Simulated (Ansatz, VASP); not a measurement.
## Bi in VASP and in Ansatz

File POSCAR:

```
Bi
1.0
    0.0000000000      3.3975022875      3.3975022875
    3.3975022875      0.0000000000      3.3975022875
    3.3975022875      3.3975022875      0.0000000000
Bi
2
Direct
    0.5000000000      0.5000000000      0.5000000000
    0.7500000000      0.7500000000      0.7500000000
```

INCAR.step1

```
PREC = Accurate
ENCUT = 600
ISMEAR = 0
SIGMA = 0.1
LREAL = False
LASPH = True
NELM = 80
GGA = PE
ALGO = Normal
EDIFF = 1E-4
LWAVE = True
LCHARG = False
```

INCAR.step2

```
PREC = Accurate
ENCUT = 600
EDIFF = 1E-7
ISMEAR = 0
SIGMA = 0.1
LREAL = False
LASPH = True
NELM = 80
ALGO = Normal
ISIF = 3
LWAVE = False
LCHARG = False
METAGGA = R2SCAN
LMIXTAU = True
IBRION = 2
NSW = 90
EDIFFG = -0.04
ISTART = 1
```

The input KPOINTS:

```
Automatic mesh
0
Gamma
  4 4 4
```

Input for Ansatz:

```yaml
crystal:
  lattice:
    - [0.0, 3.3975022875, 3.3975022875]
    - [3.3975022875, 0.0, 3.3975022875]
    - [3.3975022875, 3.3975022875, 0.0]
  atoms:
    - { symbol: Bi, position: [0.5, 0.5, 0.5] }
    - { symbol: Bi, position: [0.75, 0.75, 0.75] }
basis:
  ecutwfc: 500
kpoints:
  mp_grid: { grid: [4, 4, 4] }
hamiltonian:
  xc: r2scan
scf:
  occupations: { method: gaussian, width: 0.1 }
  lower_state_search: "off"
output:
  forces: true
  stress: true
  eigenvalues: true
relax:
  adjacent_minimum: "off"
  f_tol: 0.04
  max_steps: 70
  cell: { stress_tol: 0.4 }
```

Alike in both runs: task relaxation of cell and atoms; functional r2SCAN; k mesh 4 × 4 × 4; occupations gaussian, width 0.1 eV; no spin polarisation.

```csv
,VASP,Ansatz
version,VASP 6.6.1,Ansatz 0.2.0
potentials or method,"VASP PAW PBE potentials, release 64 (Bi_d)","scalar-relativistic, plane waves, PAW"
plane-wave cutoff (eV),600,500
valence electrons in the cell,30,30
```

```tsv
	VASP	Ansatz	Ansatz less VASP
gap on the k mesh at the Fermi level, each at its own relaxed structure (eV)	none	none	-
relaxed volume (Å³/atom)	46.45	46.18	-0.272
relaxed cell length with the largest relative difference (Å)	5.084	5.074	-0.0099
energy change over the relaxation (meV/atom)	-158	-159	-0.9
```

A gap of «none» marks a metal or a gap that the smearing closes.

Caveats: the k mesh is coarse (spacing up to 0.40 Å⁻¹), so the values aren't converged; the volume moved by over 15 % at a fixed basis, so the end points are rough (VASP); the PAW data sets were made with another functional, which shifts forces and pressure a little (VASP); spin-orbit coupling is left out, which moves the levels of the heavy elements.
